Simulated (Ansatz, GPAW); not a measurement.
Given: the input of a run of GPAW 26.7.0 (ASE script) on Au (Gold). 

File run.py:

```python
from ase.dft.bandgap import bandgap
from ase.io import read, write
from ase.units import GPa
from gpaw import GPAW, PW

atoms = read('POSCAR')

calc = GPAW(mode=PW(600),
            xc='PBE',
            kpts={'size': (11, 11, 11), 'gamma': True},
            occupations={'name': 'methfessel-paxton', 'order': 0, 'width': 0.05},
            nbands=14,
            convergence={'density': 1e-05, 'energy': 1e-05},
            maxiter=150,
            txt='gpaw.txt')
atoms.calc = calc
energy = atoms.get_potential_energy()
forces = atoms.get_forces()
stress = atoms.get_stress()
calc.write('gs.gpw')
write('result.traj', atoms)
print(f'Energy: {energy:.6f} eV')
print('Forces (eV/A):')
print(forces.round(4))
print('Stress (GPa):', (stress / GPa).round(3))
print('Fermi level:', round(calc.get_fermi_level(), 4), 'eV')
print(f'Gap: {bandgap(calc)[0]:.4f} eV, direct: {bandgap(calc, direct=True)[0]:.4f} eV')
```

The input POSCAR:

```
Au
1.0
    0.0000000000      2.0350000000      2.0350000000
    2.0350000000      0.0000000000      2.0350000000
    2.0350000000      2.0350000000      0.0000000000
Au
1
Direct
    0.0000000000      0.0000000000      0.0000000000
```

Potentials or basis: GPAW PAW data sets (gpaw-data 1.2.1), pw.

Command:

```console
$ OMP_NUM_THREADS=1 python run.py
```

**Question.** Set up the same calculation for Ansatz 0.2.0. Potentials or basis there: all-electron LAPW, scalar-relativistic.

**Answer.** As run (cutoffs and basis follow the program's own potentials, and thresholds, step limits or extra output files can differ):

File input.yaml:

```yaml
crystal:
  lattice:
    - [0.0, 2.035, 2.035]
    - [2.035, 0.0, 2.035]
    - [2.035, 2.035, 0.0]
  atoms:
    - { symbol: Au, position: [0.0, 0.0, 0.0] }
kpoints:
  mp_grid: { grid: [11, 11, 11] }
scf:
  occupations: { method: gaussian, width: 0.05 }
hamiltonian:
  xc: pbe
  pseudopotentials: { kind: all_electron, lapw: { basis_error: 0.001 } }
output:
  forces: true
  stress: true
  eigenvalues: true
```

Potentials or basis: all-electron LAPW, scalar-relativistic.

Command:

```bash
$ ansatz run input.yaml --threads 1 --pin off --max-ram 3072MiB --backend cpu --events-out ev --progress --plain --runs-dir out
```

Both were run:

|  | GPAW | Ansatz |
| --- | --- | --- |
| Pressure | 13.4 GPa | 10.8 GPa |

Where Ansatz's input types no cutoff or centring, it takes its own default and a Γ-centred mesh.

The two runs disagree by more than potentials and bases usually give (in gap, levels, pressure or energy); the cause wasn't traced.

The cell lies far from this level's equilibrium.

Pressure is positive in compression.
